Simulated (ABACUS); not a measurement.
Crystal: KBr.

```xyz
2
Lattice="4.0435 0.0000 0.0000 0.0000 4.0435 0.0000 0.0000 0.0000 4.0435" Properties=species:S:1:pos:R:3 pbc="T T T"
Br    2.0217    2.0217    2.0217
K     0.0000    0.0000    0.0000
```

Measurements of this composition are mostly on another form, of space group No. 225.

```yaml
Program: ABACUS 3.10.1
Task: single point
Functional: PBE
Potentials_or_basis: PseudoDojo NC SR 0.4.1 PBE standard
Cutoff: 1007 eV
Density_cutoff: 4027 eV
Basis: plane waves
k_mesh: 7 × 7 × 7
Occupations: fermi-dirac, width 0.05 eV
Spin: no spin polarisation
```

On this cell: pressure -0.1 GPa; largest force zero by symmetry; band gap on the k mesh 3.89 eV, indirect (least direct gap 4.12 eV).

The same run follows on a disturbed copy (atoms moved at random, drawn with an rms of 0.05 Å):

```
CELL_PARAMETERS angstrom
4.04350 0.00000 0.00000
0.00000 4.04350 0.00000
0.00000 0.00000 4.04350
ATOMIC_POSITIONS crystal
Br 0.50038 0.49474 0.50228
K 0.99884 0.99978 0.97651
```

Q: What changes?

A: The energy moves by +1.5 meV/atom; pressure 0.0 GPa; largest force 0.058 eV/Å; band gap on the k mesh 3.89 eV, indirect (least direct gap 4.13 eV).

Forces on the atoms (eV/Å):
```
Br  -0.004  0.011 -0.056
K    0.004 -0.011  0.056
```

Caveats: an odd mesh through Γ misses points on the zone boundary, where band edges often lie.
